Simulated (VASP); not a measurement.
Set up this calculation in VASP 6.6.1, as the native input.

| Item | Value |
| --- | --- |
| Task | single point |
| Functional | PBE0 |
| Potentials or basis | VASP PAW PBE potentials, release 64 (Ag) |
| Cutoff | 520 eV |
| k mesh | 8 × 8 × 8 |
| Occupations | gaussian, width 0.1 eV |
| Spin | no spin polarisation |
| Grid for exact exchange (PRECFOCK) | Fast |
| Exchange at q = 0 | truncated |
| Further INCAR settings | ALGO = Normal; EDIFF = 1e-07 |

Ag:

```
Ag
1.0
     0.00000    2.02617    2.02617
     2.02617    0.00000    2.02617
     2.02617    2.02617    0.00000
Ag
1
Direct
  0.00000 0.00000 0.00000
```

These files were run (other wordings do the same):

POSCAR

```
Ag
1.0
    0.0000000000      2.0261700000      2.0261700000
    2.0261700000      0.0000000000      2.0261700000
    2.0261700000      2.0261700000      0.0000000000
Ag
1
Direct
    0.0000000000      0.0000000000      0.0000000000
```

INCAR.step1

```
SYSTEM = Ag
PREC = Accurate ; ENCUT = 520
EDIFF = 1E-5 ; ISMEAR = 0
SIGMA = 0.1 ; LREAL = .False.
LASPH = .True. ; NELM = 80
ALGO = Normal ; ISIF = 2
LWAVE = .True. ; LCHARG = .False.
GGA = PE
```

INCAR.step2

```
SYSTEM = Ag
PREC = Accurate ; ENCUT = 520
EDIFF = 1E-7 ; ISMEAR = 0
SIGMA = 0.1 ; LREAL = .False.
LASPH = .True. ; NELM = 80
ALGO = Normal ; ISIF = 2
LWAVE = .False. ; LCHARG = .False.
GGA = PE ; LHFCALC = .True.
AEXX = 0.25 ; PRECFOCK = Fast
HFRCUT = -1 ; ISTART = 1
```

KPOINTS

```
regular mesh
0
Gamma
  8 8 8
  0 0 0
```

Potentials or basis: VASP PAW PBE potentials, release 64 (Ag).

Command:

```sh
$ cat potpaw_PBE.64/Ag/POTCAR > POTCAR
$ cp INCAR.step1 INCAR
$ mpirun -np 1 vasp_std > vasp.out
$ cp INCAR.step2 INCAR
$ mpirun -np 1 vasp_std > vasp.out
```

It gave:

```
Pressure               : 7.3 GPa
Band gap on the k mesh : none (metal or under the smearing width)
```

Caveat: the PAW data sets were made with another functional, which shifts forces and pressure a little.

Run time: 12 min on 1 thread of AMD EPYC 9R45 96-Core Processor (Zen 5), with other jobs on the host, peak memory 0.13 GiB.
